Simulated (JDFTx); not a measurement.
## Ag under changes of volume

One of the cells (18.154 Å³/atom); the others are scaled copies at fixed shape and fractional positions:

```
CELL_PARAMETERS angstrom
-1.65565 1.65565 1.65565
1.65565 -1.65565 1.65565
1.65565 1.65565 -1.65565
ATOMIC_POSITIONS crystal
Ag 0.00000 0.00000 0.00000
```

This isn't the form of Ag at room conditions, which is fcc.

* Program: JDFTx 1.7.0 (patched build)
* Functional: PBE
* Potentials or basis: PseudoDojo-SR-PBE-0.5-standard
* Cutoff: 1116 eV
* Density cutoff: 4463 eV
* k mesh: 11 × 11 × 11
* Occupations: fermi-dirac, width 0.05 eV
* Spin: no spin polarisation

| volume (Å³/atom) | energy over the lowest point (meV/atom) | pressure (GPa) |
| --- | --- | --- |
| 17.065 | 15.03 | 5.4 |
| 17.428 | 5.16 | 3.0 |
| 17.791 | 0.36 | 0.9 |
| 18.154 | 0.00 | -0.9 |
| 18.517 | 3.59 | -2.6 |
| 18.880 | 10.56 | -3.9 |
| 19.243 | ? | ? |

**Question.** What does the run at 19.243 Å³/atom give?

**Answer.** Energy over the lowest point 20.48 meV/atom; pressure -5.1 GPa.

Worked out: A Birch-Murnaghan fit of order 3 (a polynomial in V^(-2/3)) to the other rows has its minimum at 18.00 Å³/atom with B0 = V·E''(V) = 90 GPa and B' = 5.5. It gives 20.55 meV/atom at 19.243 Å³/atom, against the run's 20.48, and -dE/dV = -5.0 GPa, against -5.1.

Energies are extrapolated to zero smearing.
